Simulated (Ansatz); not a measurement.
CdTe (F-43m) under several functionals

**Experimental background.**

From “Electronic structure, structural and optical properties of thermally evaporated CdTe thin films”, 2006, arxiv:cond-mat/0608141, for a bulk crystal of CdTe: lattice constant a 6.482 Å.

Plane-wave DFT in Ansatz with scalar-relativistic PAW potentials. The same structure was relaxed (cell and atoms, symmetry kept) in separate runs at each level. No spin polarisation.

```tsv
level	cutoff (eV)	k mesh	V (Å³/atom)	a (Å)	gap (eV)
PBEsol	420	10×10×10	34.186	6.491	0.65
r2SCAN	500	8×8×8	35.250	6.558	1.17
PBE	420	10×10×10	36.253	6.619	0.58
```

**Question.** Where does LDA (420 eV, k mesh 10×10×10) fall?

**Answer.** V (Å³/atom) 32.909, a (Å) 6.409, gap (eV) 0.61. Its volume is the smallest of the set. The usual order of volumes, LDA < PBEsol < PBE, holds here (32.909, 34.186, 36.253 Å³/atom). As a rule LDA overbinds; PBEsol, built on the gradient expansion of slowly varying densities, lies between LDA and PBE; PBE's stronger gradient term for exchange weakens bonds. r2SCAN lies 2.8 % under PBE in volume. Each gap belongs to its own cell, so it mixes the functional's effect with that of the volume; gaps are the least found on the k mesh or on a band path.

For PBE: Against the measured lattice constant a of CdTe, 6.482 Å (quoted in “Electronic structure, structural and optical properties of thermally evaporated CdTe thin films”, 2006, arxiv:cond-mat/0608141), the calculated 6.619 Å is off by +2.1 %. 2 values of this kind are on record in papers (6.482 to 6.486 Å); this one was drawn at random among those near their median. The calculations are for 0 K without zero-point motion.

Spin-orbit coupling is left out, which matters for the bands of heavy elements.

Cost: 4 runs of about 2.2 core-minutes in all, on Intel Xeon Processor @ 2.70GHz, AMD EPYC 9R45 (Zen 5), Intel Xeon Platinum 8259CL (Skylake/Cascade Lake) (shared hosts).